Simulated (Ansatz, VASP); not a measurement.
**NaCl in VASP and in Ansatz**

POSCAR

```
NaCl
1.0
    0.0000000000      3.0242495359      3.0242495359
    3.0242495359      0.0000000000      3.0242495359
    3.0242495359      3.0242495359      0.0000000000
Na Cl
1 1
Direct
    0.0000000000      0.0000000000      0.0000000000
    0.2500000000      0.2500000000      0.2500000000
```

File INCAR.step1:

```
SYSTEM = NaCl
  PREC = Accurate
  ENCUT = 520
  ISMEAR = 0
  SIGMA = 0.01
  LREAL = .False.
  LASPH = .True.
  NELM = 60
  NBANDS = 14
  GGA = PE
  ALGO = Normal
  EDIFF = 1E-4
  LWAVE = .True.
  LCHARG = .False.
```

File INCAR.step2:

```
SYSTEM = NaCl
  PREC = Accurate
  ENCUT = 520
  EDIFF = 1E-6
  ISMEAR = 0
  SIGMA = 0.01
  LREAL = .False.
  LASPH = .True.
  NELM = 60
  ALGO = Normal
  ISIF = 2
  LWAVE = .False.
  LCHARG = .False.
  METAGGA = R2SCAN
  LMIXTAU = .True.
  NBANDS = 14
  ISTART = 1
```

KPOINTS

```
regular mesh
0
Gamma
  6 6 6
  0 0 0
```

Input for Ansatz:

```yaml
crystal:
  lattice:
    - [0.0, 3.0242495359, 3.0242495359]
    - [3.0242495359, 0.0, 3.0242495359]
    - [3.0242495359, 3.0242495359, 0.0]
  atoms:
    - { symbol: Na, position: [0.0, 0.0, 0.0] }
    - { symbol: Cl, position: [0.25, 0.25, 0.25] }
kpoints:
  mp_grid: { grid: [6, 6, 6] }
hamiltonian:
  xc: r2scan
scf:
  occupations: { method: fixed }
  n_extra_bands: 4
output:
  forces: true
  stress: true
  eigenvalues: true
```

Alike in both runs: task single point; functional r2SCAN; k mesh 6 × 6 × 6; no spin polarisation.

```csv
,VASP,Ansatz
version,VASP 6.6.1,Ansatz 0.2.0
potentials or method,"VASP PAW PBE potentials, release 64 (Na_pv, Cl)","plane waves, PAW"
plane-wave cutoff (eV),520,500
occupations,"gaussian, width 0.01 eV",fixed
valence electrons in the cell,14,16
```

|  | VASP | Ansatz | Ansatz less VASP |
| --- | --- | --- | --- |
| gap on the k mesh at the Fermi level (eV) | 5.72 | 5.70 | -0.014 |
| pressure (GPa) | 1.2 | 1.4 | +0.12 |

The two sets of potentials don't hold the same shells in valence.

Caveats: the PAW data sets were made with another functional, which shifts forces and pressure a little (VASP). r2SCAN opens gaps a little over a GGA but as a rule still falls short of measured ones.
